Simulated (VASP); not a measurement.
Write the native input for VASP 6.6.1 that does the following.

```
Task                   : relaxation of cell and atoms
Functional             : LDA
Potentials or basis    : VASP PAW LDA potentials, release 64 (Si, C)
Cutoff                 : 600 eV
k mesh                 : 12 × 12 × 3
Occupations            : gaussian, width 0.03 eV
Spin                   : no spin polarisation
Further INCAR settings : ALGO = Normal; EDIFF = 1e-06; IBRION = 2; EDIFFG = -0.01; NSW = 90; ISIF = 3
```

The structure of SiC lies in POSCAR:

```
SiC
1.0
    3.0756941500      0.0000000000      0.0000000000
   -1.5378470700      2.6636292700      0.0000000000
    0.0000000000      0.0000000000     10.0706464800
Si C
4 4
Direct
    0.6666666700      0.3333333300      0.9378419800
    0.3333333300      0.6666666700      0.4378419800
    0.0000000000      0.0000000000      0.6878943800
    0.0000000000      0.0000000000      0.1878943800
    0.6666666700      0.3333333300      0.7498025900
    0.3333333300      0.6666666700      0.2498025900
    0.0000000000      0.0000000000      0.5004600500
    0.0000000000      0.0000000000      0.0004600500
```

The cell is a database's computed one.

These files were run (other wordings do the same):

INCAR

```
PREC = Accurate ; ENCUT = 600
EDIFF = 1E-6 ; ISMEAR = 0
SIGMA = 0.03 ; LREAL = False
LASPH = True ; NELM = 80
ALGO = Normal ; ISIF = 3
LWAVE = False ; LCHARG = False
IBRION = 2 ; NSW = 90
EDIFFG = -0.01 ; KPAR = 2
```

KPOINTS

```
Automatic mesh
0
Gamma
  12 12 3
```

Potentials or basis: VASP PAW LDA potentials, release 64 (Si, C).

Command:

```console
$ cat potpaw_LDA.64/Si/POTCAR potpaw_LDA.64/C/POTCAR > POTCAR
$ mpirun -np 2 vasp_std > vasp.out
```

It gave:

The relaxed volume is 10.15 Å³/atom. The relaxed cell is a = 3.059 Å, b = 3.059 Å, c = 10.017 Å, α = 90.00°, β = 90.00°, γ = 120.00° and the space group after relaxing (to 0.05 Å) is P6_3mc (No. 186). The energy gained by relaxing is 1.8 meV/atom, the ionic steps are 3 and the pressure after relaxing is 0.0 GPa. The largest force after relaxing is 0.004 eV/Å. The band gap on the k mesh is 2.17 eV, indirect (least direct gap 3.30 eV).

Caveat: an odd mesh through Γ misses points on the zone boundary, where band edges often lie.

Wall time 58 s on 2 MPI ranks on AMD EPYC 9R45 96-Core Processor (Zen 5), with other jobs on the host, peak memory 0.2 GiB a rank.
